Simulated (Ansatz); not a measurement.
A run of Ansatz 0.2.0:

File input.yaml:

```yaml
crystal:
  lattice:
    - [3.9998, 0.0, 0.0]
    - [0.0, 3.9998, 0.0]
    - [0.0, 0.0, 4.018]
  atoms:
    - { symbol: Ba, position: [0.9955672, 0.99064074, 0.00350343] }
    - { symbol: Ti, position: [0.50253669, 0.49192337, 0.46876577] }
    - { symbol: O, position: [0.47921894, 0.51432389, 0.00640652] }
    - { symbol: O, position: [0.50273092, 0.003299, 0.50938249] }
    - { symbol: O, position: [0.01994626, 0.499813, 0.5399418] }
hamiltonian:
  xc: pbe
  pseudopotentials: { kind: paw }
kpoints:
  mp_grid: { grid: [7, 7, 7] }
scf:
  occupations: { method: fermi_dirac, width: 0.05 }
output:
  forces: true
  stress: true
  eigenvalues: true
```

Potentials or basis: Ansatz PAW.

Launch:

```bash
$ ansatz run input.yaml --threads 2 --pin off --max-ram 5632MiB --backend cpu --events-out ev --progress --plain --runs-dir out
```

Hardware: 2 threads of AMD EPYC (Zen 3), with other jobs on the host.

Estimate the wall time of this run.

Wall time 27 s on 2 threads of AMD EPYC (Zen 3), on a shared host, peak memory 0.58 GiB. Counts: scf iterations 6, plane waves 1237, k points 172, bands 25.
